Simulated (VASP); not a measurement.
A run of VASP 6.6.1 is set up as follows.

INCAR

```
ALGO = Normal
EDIFF = 1E-6
EDIFFG = -0.01
ENCUT = 600
GGA = PS
IBRION = 2
ISIF = 3
ISMEAR = 0
KPAR = 4
LASPH = True
LCHARG = False
LREAL = False
LWAVE = False
NELM = 80
NSW = 90
PREC = Accurate
SIGMA = 0.03
```

KPOINTS

```
k-points
0
Gamma
  8 8 8
```

POSCAR

```
CdTe
1.0
    0.0000000000      3.2050000000      3.2050000000
    3.2050000000      0.0000000000      3.2050000000
    3.2050000000      3.2050000000      0.0000000000
Cd Te
1 1
Direct
    0.0000000000      0.0000000000      0.0000000000
    0.2500000000      0.2500000000      0.2500000000
```

Potentials or basis: VASP PAW PBE potentials, release 64 (Cd, Te).

Run with:

```console
$ cat potpaw_PBE.64/Cd/POTCAR potpaw_PBE.64/Te/POTCAR > POTCAR
$ mpirun -np 4 vasp_std > vasp.out
```

**Question.** What does it give for the space group after relaxing (to 0.05 Å)?

**Answer.** F-43m (No. 216).

**Question.** Estimate the relaxed cell.

**Answer.** a = 4.593 Å, b = 4.593 Å, c = 4.593 Å, α = 60.00°, β = 60.00°, γ = 60.00°.

Final structure:
```
CELL_PARAMETERS angstrom
0.00000 3.24780 3.24780
3.24780 0.00000 3.24780
3.24780 3.24780 0.00000
ATOMIC_POSITIONS crystal
Cd 0.00000 0.00000 0.00000
Te 0.25000 0.25000 0.25000
```

 Zero-point motion and thermal expansion aren't in these numbers.
